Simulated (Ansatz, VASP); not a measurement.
# LiF in VASP and in Ansatz

```
Li F
1.0
    -0.06042    1.98379    1.98379
     1.98379   -0.06042    1.98379
     1.98379    1.98379   -0.06042
Li F
1 1
Direct
  0.00000 0.00000 0.00000
  0.50000 0.50000 0.50000
```

Change from the starting cell: equal xy, yz and zx shear strains of -3 %, PAW files.

Alike in both runs: task electric field gradients; functional PBE; k mesh 10 × 10 × 10; occupations fermi-dirac, width 0.03 eV; no spin polarisation.

|  | VASP | Ansatz |
| --- | --- | --- |
| version | VASP 6.6.1 | Ansatz 0.2.0 |
| potentials or method | VASP PAW PBE potentials, release 64 (Li_sv, F) | PAW with Ansatz's default frozen-core files, scalar-relativistic |
| plane-wave cutoff (eV) | 520 | 420 |
| valence electrons in the cell | 10 | 10 |

```tsv
	VASP	Ansatz	Ansatz less VASP
gap on the k mesh at the Fermi level (eV)	8.93	8.93	-0.002
Vzz of the field gradient on the site that differs most (V/Å²)	0.3	0.3	+0.04
```

The functional is the same, so the differences come from potentials, cutoffs and numerics.

 A k mesh can miss the band edges.
